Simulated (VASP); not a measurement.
Here is a VASP 6.6.1 calculation.

Contents of INCAR:

```
SYSTEM = FeO
ALGO = Normal ; EDIFF = 1E-6
EDIFFG = -0.005 ; ENCUT = 600
IBRION = 2 ; ISIF = 3
ISMEAR = 0 ; ISPIN = 2
LASPH = .True. ; LCHARG = .False.
LMAXMIX = 4 ; LMIXTAU = .True.
LORBIT = 11 ; LREAL = .False.
LWAVE = .False. ; MAGMOM = 3 0
METAGGA = R2SCAN ; NELM = 100
NSW = 40 ; PREC = Accurate
SIGMA = 0.05
```

File KPOINTS:

```
k-points
0
Gamma
  8 8 8
  0 0 0
```

The input POSCAR:

```
FeO
1.0
    1.5188209023      0.8768916568      2.5195772846
   -1.5188209023      0.8768916568      2.5195772846
    0.0000000000     -1.7537833136      2.5195772846
Fe O
1 1
Direct
    0.0000000000      0.0000000000      0.0000000000
    0.5000000000      0.5000000000      0.5000000000
```

Potentials or basis: VASP PAW PBE potentials, release 64 (Fe, O).

Launch:

```bash
$ cat potpaw_PBE.64/Fe/POTCAR potpaw_PBE.64/O/POTCAR > POTCAR
$ mpirun -np 1 vasp_std > vasp.out
```

**Question.** What does it give for the site moments?

**Answer.** Fe +3.68; O +0.28 μB.

**Question.** Predict the relaxed volume.

**Answer.** 9.70 Å³/atom.

**Question.** Estimate the relaxed cell.

**Answer.** a = 3.017 Å, b = 3.017 Å, c = 3.017 Å, α = 59.96°, β = 59.96°, γ = 59.96°.

**Question.** Estimate the band gap on the k mesh.

**Answer.** None (metal or under the smearing width).

The path:
```tsv
step	energy change (eV)	largest force (eV/Å)	pressure (GPa)	volume (Å³)
1	0.0000	0.0000	-7.27	20.13
2	-0.0064	0.0000	6.65	18.83
3	-0.0176	0.0000	0.05	19.39
4	-0.0176	0.0000	-0.19	19.41
5	-0.0178	0.0000	-0.12	19.41
6	-0.0181	0.0000	-0.11	19.41
7	-0.0181	0.0000	-0.11	19.41
8	-0.0181	0.0000	-0.11	19.41
9	-0.0181	0.0000	0.23	19.38
10	-0.0181	0.0000	-0.04	19.39
```

Caveat: the PAW data sets were made with another functional, which shifts forces and pressure a little; a cell with one magnetic atom can't hold antiferromagnetic order, which such compounds often take; semilocal functionals often make such compounds metallic where correlation or magnetic order opens a gap, which also shifts bond lengths.

The cell as given is a measured one (10.07 Å³/atom); r2SCAN puts the equilibrium volume -3.7 % from it, thermal expansion not counted.
